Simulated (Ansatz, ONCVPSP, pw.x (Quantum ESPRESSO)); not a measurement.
# pw.x on bcc Zr: one setting changed

Potential: optimised norm-conserving Vanderbilt (ONCV), ONCVPSP 4.0.1.1 (patched build), PBE; core [Ar] 3d10, reference 4s2 4p6 4d2; waves: 4s: rc 1.85 bohr, ncon 3, nbas 7, qcut 5.9 1/bohr, 3 projectors, debl 1.1 Ha; 4p: rc 1.75 bohr, ncon 3, nbas 7, qcut 6.3 1/bohr, 2 projectors, debl 2 Ha; 4d: rc 2.25 bohr, ncon 4, nbas 8, qcut 7 1/bohr, 2 projectors, debl 2.7 Ha; local part: polynomial inside 1.45 bohr (lpopt 5, dvloc0 0 Ha); core correction: Teter function, fcfact 2.5, rcfact 1.25. In the s channel the program set the typed energies aside and used -2.535, 0.250, 1.350 Ha.

The reference run (k-mesh 13³, cutoffs 50/200 Ry, Fermi–Dirac 0.01 Ry, mixing_beta 0.4, conv_thr 1e-9, no spin) gives -0.32 GPa at 23.074 Å³/atom, where all-electron LAPW gives -0.34 GPa. This run, with its own iteration cap, changes mixing_mode to TF.

```
&control
  calculation='scf', prefix='x', pseudo_dir='./', outdir='./tmp', tstress=.true., disk_io='none'
/
&system
  ibrav=0, nat=1, ntyp=1, ecutwfc=50, ecutrho=200, nbnd=14,
  occupations='smearing', smearing='fd', degauss=0.01
/
&electrons
  conv_thr=1e-09, mixing_beta=0.4, electron_maxstep=50, mixing_mode='TF'
/
ATOMIC_SPECIES
Zr 1.0 Zr.UPF
CELL_PARAMETERS angstrom
  -1.79344322 1.79344322 1.79344322
  1.79344322 -1.79344322 1.79344322
  1.79344322 1.79344322 -1.79344322
ATOMIC_POSITIONS crystal
Zr 0.0000 0.0000 0.0000
K_POINTS automatic
13 13 13 0 0 0
```

```bash
pw.x < Zr.scf.in > Zr.scf.out
```

Task: How does the run end?

Result: It converges in 11 iterations; the free energy moves by +0.0 meV/atom and the pressure by +0.01 GPa. The result is that of the reference run.

```
Message from routine setup:
     using ibrav=0 with symmetry is DISCOURAGED, use correct ibrav instead
     lattice parameter (alat)  =       5.8701  a.u.
     unit-cell volume          =     155.7111 (a.u.)^3
     number of electrons       =        12.00
     number of Kohn-Sham states=           14
     kinetic-energy cutoff     =      50.0000  Ry
     charge density cutoff     =     200.0000  Ry
     scf convergence threshold =      1.0E-09
     Exchange-correlation= PBE
     number of k points=    84  Fermi-Dirac smearing, width (Ry)=  0.0100
     iteration #  1     ecut=    50.00 Ry     beta= 0.40
     total energy              =     -97.61215492 Ry
     estimated scf accuracy    <       2.74672008 Ry
     iteration #  2     ecut=    50.00 Ry     beta= 0.40
     total energy              =     -96.92037342 Ry
     estimated scf accuracy    <       1.20605944 Ry
     iteration #  3     ecut=    50.00 Ry     beta= 0.40
     total energy              =     -97.15110449 Ry
     estimated scf accuracy    <       0.02061639 Ry
     iteration #  4     ecut=    50.00 Ry     beta= 0.40
     total energy              =     -97.15143367 Ry
     estimated scf accuracy    <       0.00565952 Ry
     iteration #  5     ecut=    50.00 Ry     beta= 0.40
     total energy              =     -97.15184933 Ry
     estimated scf accuracy    <       0.00010940 Ry
     iteration #  6     ecut=    50.00 Ry     beta= 0.40
     total energy              =     -97.15186368 Ry
     estimated scf accuracy    <       0.00019493 Ry
     iteration #  7     ecut=    50.00 Ry     beta= 0.40
     total energy              =     -97.15188880 Ry
     estimated scf accuracy    <       0.00000591 Ry
     iteration #  8     ecut=    50.00 Ry     beta= 0.40
     total energy              =     -97.15188816 Ry
     estimated scf accuracy    <       0.00000302 Ry
     iteration #  9     ecut=    50.00 Ry     beta= 0.40
     total energy              =     -97.15188862 Ry
     estimated scf accuracy    <       0.00000001 Ry
     iteration # 10     ecut=    50.00 Ry     beta= 0.40
     total energy              =     -97.15188861 Ry
     estimated scf accuracy    <       0.00000002 Ry
     iteration # 11     ecut=    50.00 Ry     beta= 0.40
     the Fermi energy is    13.8691 ev
!    total energy              =     -97.15188862 Ry
     estimated scf accuracy    <          4.1E-10 Ry
     smearing contrib. (-TS)   =      -0.00848467 Ry
     The total energy is F=E-TS. E is the sum of the following terms:
     one-electron contribution =     -19.10195235 Ry
     hartree contribution      =      14.09334988 Ry
     xc contribution           =     -14.82119832 Ry
     ewald contribution        =     -77.31360316 Ry
     convergence has been achieved in  11 iterations
          total   stress  (Ry/bohr**3)                   (kbar)     P=       -3.15
     Message from routine punch:
     Nothing written, as per user request (disk_io='none')
```

The run took about 12 s on one core of a shared host (AMD EPYC 9R45 96-Core Processor, 96 threads, 376 GiB, load 77).
